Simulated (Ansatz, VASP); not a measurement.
**GaP in VASP and in Ansatz**

The input INCAR:

```
SYSTEM = GaP
PREC     = Accurate       ! precision mode
ENCUT    = 520            ! plane-wave cutoff, eV
EDIFF    = 1E-7           ! SCF threshold, eV
ISMEAR   = 0              ! smearing method
SIGMA    = 0.05           ! smearing width, eV
LREAL    = .False.        ! projectors in reciprocal space
LASPH    = .True.         ! aspherical terms in the spheres
NELM     = 60             ! most SCF steps
ALGO     = Normal         ! electronic algorithm
ISIF     = 2              ! what is computed and relaxed
LWAVE    = .False.        ! write WAVECAR
LCHARG   = .False.        ! write CHGCAR
GGA      = PS             ! functional
NBANDS   = 16             ! bands
```

Contents of KPOINTS:

```
Automatic mesh
0
Gamma
  10 10 10
  0 0 0
```

The input POSCAR:

```
GaP
1.0
    0.0000000000      2.5313324040      2.7425053131
    2.7425053131      0.0000000000      2.7425053131
    2.7425053131      2.5313324040      0.0000000000
Ga P
1 1
Direct
    0.0000000000      0.0000000000      0.0000000000
    0.7500000000      0.7500000000      0.7500000000
```

Input for Ansatz:

```yaml
crystal:
  lattice:
    - [0.0, 2.531332404, 2.7425053131]
    - [2.7425053131, 0.0, 2.7425053131]
    - [2.7425053131, 2.531332404, 0.0]
  atoms:
    - { symbol: Ga, position: [0.0, 0.0, 0.0] }
    - { symbol: P, position: [0.75, 0.75, 0.75] }
basis:
  ecutwfc: 420
kpoints:
  mp_grid: { grid: [10, 10, 10] }
hamiltonian:
  xc: pbesol
  pseudopotentials: { kind: paw, azcp: { folder: soft_1 } }
scf:
  occupations: { method: gaussian, width: 0.05 }
output:
  forces: true
  stress: true
  eigenvalues: true
```

Alike in both runs: task single point; functional PBEsol; k mesh 10 × 10 × 10; occupations gaussian, width 0.05 eV; no spin polarisation.

```csv
,VASP,Ansatz
version,VASP 6.6.1,Ansatz 0.2.0
potentials or method,"VASP PAW PBE potentials, release 64 (Ga_d, P)","scalar-relativistic, plane waves, PAW"
plane-wave cutoff (eV),520,420
valence electrons in the cell,18,18
```

VASP gave:

| Quantity | Value |
| --- | --- |
| gap on the k mesh at the Fermi level (eV) | 0.61 |
| least direct gap on the mesh (eV) | 1.94 |
| pressure (GPa) | 4.9 |
| largest component of the traceless stress (GPa) | 3.35 |

Task: Which values does Ansatz return?

Result: gap on the k mesh at the Fermi level (eV): 0.61; least direct gap on the mesh (eV): 1.94; pressure (GPa): 5.1; largest component of the traceless stress (GPa): 3.33.

Ansatz warned: «pseudo_functional_mismatch».

Caveats: the PAW data sets were made with another functional, which shifts forces and pressure a little (VASP). A k mesh can miss the band edges.
